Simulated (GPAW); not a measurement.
# BN (P6_3/mmc) in GPAW: settings compared

Aim: see how the results for BN move with the level of theory and the settings. Levels: PBE, RPBE, PBEsol+D3(BJ). Tasks: single point, relaxation of cell and atoms.

Everything below comes from runs of GPAW 26.7.0. Logs are shortened: lines on timing, memory, paths and dates and some standing lists are left out, and cuts for length are marked. The log counts tension as positive stress, the text compression.

## Step 1: Starting point

Symmetry: P6_3/mmc, No. 194, hexagonal system. The conventional cell has a = 2.498 Å, b = 2.498 Å, c = 6.636 Å, α = 90.00°, β = 90.00°, γ = 120.00°. N (site symmetry -6m2) is surrounded by 3 B at 1.44 Å. Around B (site symmetry -6m2) lie 3 N at 1.44 Å.

## Step 2: Single point, PBE

Contents of run.py:

```python
from ase.dft.bandgap import bandgap
from ase.io import read, write
from ase.units import GPa
from gpaw import GPAW, PW

atoms = read('POSCAR')

calc = GPAW(mode=PW(800),
            xc='PBE',
            kpts={'size': (12, 12, 4), 'gamma': True},
            occupations={'name': 'methfessel-paxton', 'order': 0, 'width': 0.02},
            nbands=18,
            convergence={'density': 1e-05, 'energy': 1e-05},
            maxiter=150,
            txt='gpaw.txt')
atoms.calc = calc
energy = atoms.get_potential_energy()
forces = atoms.get_forces()
stress = atoms.get_stress()
calc.write('gs.gpw')
write('result.traj', atoms)
print(f'Energy: {energy:.6f} eV')
print('Forces (eV/A):')
print(forces.round(4))
print('Stress (GPa):', (stress / GPa).round(3))
print('Fermi level:', round(calc.get_fermi_level(), 4), 'eV')
print(f'Gap: {bandgap(calc)[0]:.4f} eV, direct: {bandgap(calc, direct=True)[0]:.4f} eV')
```

Contents of POSCAR:

```
BN
1.0
    2.4982400000      0.0000000000      0.0000000000
   -1.2491200000      2.1635393048      0.0000000000
    0.0000000000      0.0000000000      6.6357000000
N B
2 2
Direct
    0.6666666667      0.3333333333      0.2500000000
    0.3333333333      0.6666666667      0.7500000000
    0.6666666667      0.3333333333      0.7500000000
    0.3333333333      0.6666666667      0.2500000000
```

Potentials or basis: GPAW PAW data sets (gpaw-data 1.2.1), pw.

Run with:

```sh
$ OMP_NUM_THREADS=1 python run.py
```

gpaw.txt:

```text
__  _  _
 | _ |_)|_||  |
 |__||  | ||/\| - 26.7.0

Input parameters:
  mode=PW(ecut=800.0),
  convergence={'density': 1e-05, 'energy': 1e-05},
  kpts=MonkhorstPack(size=(12, 12, 4), gamma=True),
  maxiter=150,
  nbands=18,
  occupations=Occupations(name='methfessel-paxton', order=0, width=0.02),
  xc=XC(name='PBE')

Diagonalizing LCAO Hamiltonian
Converting LCAO to pw mode

        N B

        B N

Atoms  # Å, Bohr magnetons
|   | symbol |         x |        y |        z |    initial magnetic moments |
|---|--------|-----------|----------|----------|-----------------------------|
| 0 |      N |  1.249120 | 0.721180 | 1.658925 | ( 0.0000,  0.0000,  0.0000) |
| 1 |      N | -0.000000 | 1.442360 | 4.976775 | ( 0.0000,  0.0000,  0.0000) |
| 2 |      B |  1.249120 | 0.721180 | 4.976775 | ( 0.0000,  0.0000,  0.0000) |
| 3 |      B | -0.000000 | 1.442360 | 1.658925 | ( 0.0000,  0.0000,  0.0000) |

Unit cell  # Å
| periodic |         x |        y |        z |  lengths |     angles |
|----------|-----------|----------|----------|----------|------------|
|      yes |  2.498240 | 0.000000 | 0.000000 | 2.498240 |  90.000000 |
|      yes | -1.249120 | 2.163539 | 0.000000 | 2.498240 |  90.000000 |
|      yes |  0.000000 | 0.000000 | 6.635700 | 6.635700 | 120.000000 |

Number of symmetries: 12
Symmetry operations  # r_c * U_cc + t_c -> r_c
|    | kind |            matrix            |
|----|------|------------------------------|
|  0 |  σ   |  1, 1, 0,  0,-1, 0,  0, 0, 1 |
|  1 |  S6  |  1, 1, 0, -1, 0, 0,  0, 0,-1 |
|  2 |  E   |  1, 0, 0,  0, 1, 0,  0, 0, 1 |
|  3 |  C2  |  1, 0, 0, -1,-1, 0,  0, 0,-1 |
|  4 |  C2  |  0, 1, 0,  1, 0, 0,  0, 0,-1 |
|  5 |  C3  |  0, 1, 0, -1,-1, 0,  0, 0, 1 |
|  6 |  S6  |  0,-1, 0,  1, 1, 0,  0, 0,-1 |
|  7 |  σ   |  0,-1, 0, -1, 0, 0,  0, 0, 1 |
|  8 |  σ   | -1, 0, 0,  1, 1, 0,  0, 0, 1 |
|  9 |  i   | -1, 0, 0,  0,-1, 0,  0, 0,-1 |
| 10 |  C3  | -1,-1, 0,  1, 0, 0,  0, 0, 1 |
| 11 |  C2  | -1,-1, 0,  0, 1, 0,  0, 0,-1 |

BZ-sampling:
  Number of BZ points: 576
  Number of IBZ points: 69

  Monkhorst-Pack size: [12, 12, 4]
  Monkhorst-Pack shift: [0.041666666666666664, 0.041666666666666664, 0.125]

K-points  # in reciprocal-cell coordinates
|     |                                coordinates |     weight |
|-----|--------------------------------------------|------------|
|   0 | ( -0.00000000,  -0.00000000,   0.00000000) | 0.00173611 |
|   1 | ( -0.00000000,  -0.00000000,   0.25000000) | 0.00347222 |
|   2 | ( -0.00000000,  -0.00000000,   0.50000000) | 0.00173611 |
|   3 | (  0.08333333,  -0.00000000,  -0.25000000) | 0.01041667 |
|   4 | (  0.08333333,  -0.00000000,   0.00000000) | 0.01041667 |
|   5 | (  0.08333333,  -0.00000000,   0.25000000) | 0.01041667 |
|   6 | (  0.08333333,  -0.00000000,   0.50000000) | 0.01041667 |
|   7 | (  0.16666667,  -0.08333333,   0.00000000) | 0.01041667 |
|   8 | (  0.16666667,  -0.08333333,   0.25000000) | 0.02083333 |
|   9 | (  0.16666667,  -0.08333333,   0.50000000) | 0.01041667 |
| ... |                                            |            |
|  68 | (  0.50000000,   0.50000000,   0.50000000) | 0.00520833 |

Plane wave coefficients: 1860
Cutoff: 800.0 eV

Spin-components: 1 (collinear spins)
Bands:           18
Projectors:      20
Spin-degeneracy: 2
Datatype:        complex128

Parallelization:
  kpt:    1
  domain: 1
  band:   1

Density:
  Valence electrons: 16.0
  Components: 1
  Grid points: [18 18 45]
  Charge: 0.0  # |e|

Potential:
  Grid points: [18 18 45]

species:
  N:
    name:    Nitrogen
    Z:       7.0
    valence: 5
    core:    2
    charge:  0.0  # [|e|]
    compensation charges:
      type: gauss
      rc: 0.18  # [Å]
      lmax: 2
    cutoffs:
      filter: 1.11  # [Å]
      core: 0.96  # [Å]
    projectors
    | kind |    occ | energy [eV] | rcut [Å] |
    |------|--------|-------------|----------|
    |   2s |  2.000 |     -18.583 |    0.603 |
    |   2p |  3.000 |      -7.089 |    0.529 |
    |    s |        |       8.629 |    0.603 |
    |    p |        |      20.123 |    0.529 |
    |    d |        |       0.000 |    0.577 |

    Using partial waves for N as LCAO basis

  B:
    name:    Boron
    Z:       5.0
    valence: 3
    core:    2
    charge:  0.0  # [|e|]
    compensation charges:
      type: gauss
      rc: 0.20  # [Å]
      lmax: 2
    cutoffs:
      filter: 1.14  # [Å]
      core: 1.38  # [Å]
    projectors
    | kind |    occ | energy [eV] | rcut [Å] |
    |------|--------|-------------|----------|
    |   2s |  2.000 |      -9.443 |    0.635 |
    |   2p |  1.000 |      -3.606 |    0.635 |
    |    s |        |      17.768 |    0.635 |
    |    p |        |      23.605 |    0.635 |
    |    d |        |       0.000 |    0.635 |

    Using partial waves for B as LCAO basis

Reference energy: -4302.422143  # eV

eigensolver:
  PPCG
  Converge bands: occupied
  niter=2

density mixing:
  MSR1-Mixer
  Pratt-step length: 0.05
  Maximum mixing coefficient: 0.75
  Old densities: 10
  SVD Regularization: 0.005
  Good broyden scale: 1.0
  Trust region scale: 1.0
  Backstep threshold: 4.0
  History deletion threshold: 6.0
  Fourier metric: weight=20.0, sigma=0.015

occupation numbers:
  Methfessel-Paxton:
    width: 0.0200  # eV
    order: 0

poisson solver:
  ecut: 6400.0  # eV

xc functional:
  name: PBE with 2 nearest neighbor stencil

convergence criteria:
- Maximum integral of absolute [dens]ity change: 1e-05 electrons / valence electron
- Maximum [total energy] change in last 3 cyles: 1e-05 eV / valence electron
- Maximum integral of absolute [eigenst]ate change: 4e-08 eV^2 / valence electron
maximum number of iterations: 150

SCF iterations
|iter     | |      energy | eigst |  dens |
|---------|-|-------------|-------|-------|
|iter:   1| |  -38.405747 | +0.48 |       |
|iter:   2| |  -37.761254 | -1.34 | -0.64 |
|iter:   3| |  -35.289919 | -0.83 | -0.69 |
|iter:   4| |  -35.245356 | -2.20 | -1.32 |
|iter:   5| |  -35.244395 | -2.96 | -1.70 |
|iter:   6| |  -35.244839 | -4.34 | -2.30 |
|iter:   7| |  -35.244844 | -5.97 | -3.41 |
|iter:   8| |  -35.244845c| -7.49c| -3.98 |
|iter:   9| |  -35.244845c| -7.79c| -4.84 |
|iter:  10| |  -35.244845c| -8.55c| -5.33c|

Converged in 10 steps
Energy contributions relative to reference atoms: (reference = -4302.422143)

Energy contributions:
  Kinetic:          36.970253
  Coulomb:         -37.031910
  Zero:              0.198108
  External:          0.000000
  Xc:              -35.381296
  Entropy:           0.000000
  Spinorbit:         0.000000
  ----------------------------
  Free energy:     -35.244845
  Extrapolated:    -35.244845

dipole moment: (0.000000, 0.000000, 0.000001)  # |e|*Ang

Fermi level: 4.928
Eigenvalues  # (at kpt = [-0.000, -0.000, 0.000])
| band index |      eig [eV] | occ [0-2] |
|------------|---------------|-----------|
|          0 |       -13.764 |     2.000 |
|          1 |       -13.469 |     2.000 |
|          2 |        -2.179 |     2.000 |
|          3 |        -0.051 |     2.000 |
|          4 |         2.746 |     2.000 |
|          5 |         2.746 |     2.000 |
|          6 |         2.782 |     2.000 |
|          7 |         2.782 |     2.000 |
|          8 |         9.349 |     0.000 |
|          9 |        14.424 |     0.000 |
|         10 |        15.694 |     0.000 |
|         11 |        15.694 |     0.000 |
|         12 |        15.817 |     0.000 |
|         13 |        15.817 |     0.000 |
|         14 |        16.435 |     0.000 |
|         15 |        17.179 |     0.000 |
|        ... |               |           |
|         17 |        20.775 |     0.000 |

Gap: 4.291 eV
Transition (v -> c):
  (s=0, k=35, n=7, [0.33, 0.33, 0.50]) -> (s=0, k=66, n=8, [0.50, 0.50, 0.00])
Direct/indirect transitions are different
Direct gap: 4.663 eV
Transition at: (s=0, k=35, n=7, [0.33, 0.33, 0.50])

Forces  # eV/Ang
|       x |        y |        z |
|---------|----------|----------|
| 0.00000 |  0.00000 | -0.00161 |  # N    0
| 0.00000 |  0.00000 |  0.00161 |  # N    1
| 0.00000 | -0.00000 | -0.00017 |  # B    2
| 0.00000 | -0.00000 |  0.00017 |  # B    3

Stress tensor  # eV/Ang^3
|         x |         y |         z |
|-----------|-----------|-----------|
| -0.034119 |  0.000000 |  0.000000 |
|  0.000000 | -0.034119 |  0.000000 |
|  0.000000 |  0.000000 | -0.012878 |

# Writing to gs.gpw (mode='')
```

Run time: 48 s. Hardware: 1 thread of Arm Neoverse V1, shared host; peak memory 0.2 GiB.

Results:

- Free energy: -35.2448 eV
- Pressure: 4.3 GPa
- Band gap on the k mesh: 4.29 eV, indirect (least direct gap 4.66 eV)

Stress tensor (GPa, compression positive):
```
5.47 0.00 0.00
0.00 5.47 0.00
0.00 0.00 2.06
```

Caveat: this functional lacks dispersion, which binds the layers, so the pressure and a relaxed spacing across them are unreliable. A k mesh can miss the band edges.

## Step 3: Single point, RPBE

run.py, as its differences from that of step 2:

```diff
@@ -1,3 +1,4 @@
+from ase import Atoms
 from ase.dft.bandgap import bandgap
-from ase.io import read, write
+from ase.io import write
 from ase.units import GPa
@@ -5,8 +6,16 @@
 
-atoms = read('POSCAR')
+atoms = Atoms(['N', 'N', 'B', 'B'],
+              cell=[[2.49824, 0.0, 0.0],
+                    [-1.24912, 2.1635393048, 0.0],
+                    [0.0, 0.0, 6.6357]],
+              scaled_positions=[[0.6666666667, 0.3333333333, 0.25],
+                                [0.3333333333, 0.6666666667, 0.75],
+                                [0.6666666667, 0.3333333333, 0.75],
+                                [0.3333333333, 0.6666666667, 0.25]],
+              pbc=True)
 
 calc = GPAW(mode=PW(800),
-            xc='PBE',
+            xc='RPBE',
             kpts={'size': (12, 12, 4), 'gamma': True},
-            occupations={'name': 'methfessel-paxton', 'order': 0, 'width': 0.02},
+            occupations={'name': 'methfessel-paxton', 'order': 0, 'width': 0.05},
             nbands=18,
```

Potentials or basis: the program's PAW data sets (release 1.2.1) made for this functional, pw.

Run with:

```sh
$ OMP_NUM_THREADS=1 python run.py
```

Wall time 48 s (1 thread of Arm Neoverse V1, shared host); peak memory 0.2 GiB.

The run converged. Its results:

```
Free energy            : -33.5838 eV
Pressure               : 8.3 GPa
Band gap on the k mesh : 4.40 eV, indirect (least direct gap 4.74 eV)
```

Forces on the atoms (eV/Å):
```
N    0.000  0.000 -0.002
N    0.000  0.000  0.002
B    0.000  0.000  0.000
B    0.000  0.000  0.000
```

Stress tensor (GPa, compression positive):
```
10.32  0.00  0.00
 0.00 10.32  0.00
 0.00  0.00  4.21
```

Levels at points of the mesh, in eV from the valence-band top:
```csv
k point,band 5,band 6,band 7,band 8,band 9,band 10,band 11,band 12
"(0.00, 0.00, 0.00)",-1.31,-1.31,-1.27,-1.27,5.54,10.57,11.68,11.68
"(0.00, 0.00, 0.50)",-1.29,-1.29,-1.29,-1.29,7.88,7.88,11.73,11.73
"(0.50, 0.50, 0.00)",-4.14,-4.08,-1.42,-0.44,4.40,5.73,9.67,10.07
"(0.50, 0.50, 0.50)",-4.11,-4.11,-0.91,-0.91,4.85,4.85,10.03,10.03
```

Caveat: this functional lacks dispersion, which binds the layers, so the pressure and a relaxed spacing across them are unreliable.

[end of part 1 of 2]
